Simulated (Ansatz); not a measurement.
## Bi$_{2}$Se$_{3}$: computed properties

These are results of Ansatz, DFT PBE, scalar-relativistic, plane waves, PAW, not measurements.

Plane waves to 420 eV, a k mesh through Γ of 6×6×6 on the computed 5-atom cell and Gaussian smearing (0.02 eV); no spin polarisation.

The structure is relaxed at this level of theory with its symmetry kept.

```cif
data_structure
_symmetry_space_group_name_H-M 'P 1'
_symmetry_Int_Tables_number 1
_cell_length_a 10.7104
_cell_length_b 10.7104
_cell_length_c 10.7104
_cell_angle_alpha 22.545
_cell_angle_beta 22.545
_cell_angle_gamma 22.545
_cell_volume 158.44
loop_
_atom_site_label
_atom_site_type_symbol
_atom_site_fract_x
_atom_site_fract_y
_atom_site_fract_z
_atom_site_occupancy
Bi1 Bi 0.39559 0.39559 0.39559 1
Bi2 Bi 0.60441 0.60441 0.60441 1
Se1 Se 0.00000 0.00000 0.00000 1
Se2 Se 0.22103 0.22103 0.22103 1
Se3 Se 0.77897 0.77897 0.77897 1
```

```json
{"Space group": "R-3m (No. 166)", "Volume per atom": "31.69 Å³", "Formation energy from the elements' standard states (uncorrected)": "-0.391 eV/atom", "Kohn–Sham band gap": "0.69 eV, indirect from (0.359, -0.464, -0.464) to Γ", "Löwdin character of the top 1 eV of the valence band": "Se 4p 89 %", "Löwdin character of the lowest 1 eV of the conduction band": "Bi 6p 65 %, Se 4p 22 %, Se 4s 9 %", "Electron masses at the edge by Cartesian direction of the standard setting (m_e; degenerate bands sorted by energy; no spin-orbit coupling)": "x: 0.10; y: 0.10; z: 0.84", "Hole masses at the edge by Cartesian direction of the standard setting (m_e; degenerate bands sorted by energy; no spin-orbit coupling)": "x: 0.67; y: 0.75; z: 0.49", "Electronic dielectric constant xx, yy, zz of the standard setting (independent particles)": "18.8, 18.8, 15.7", "Bader charges (e)": "Bi (2 in the cell) 1.04, Se (1 in the cell) -0.84, Se (2 in the cell) -0.62"}
```

Spin-orbit coupling is left out, which matters for the bands of heavy elements. Each cell of Bi2Se3 holds layers, and where no dispersion correction was added their binding is poorly described.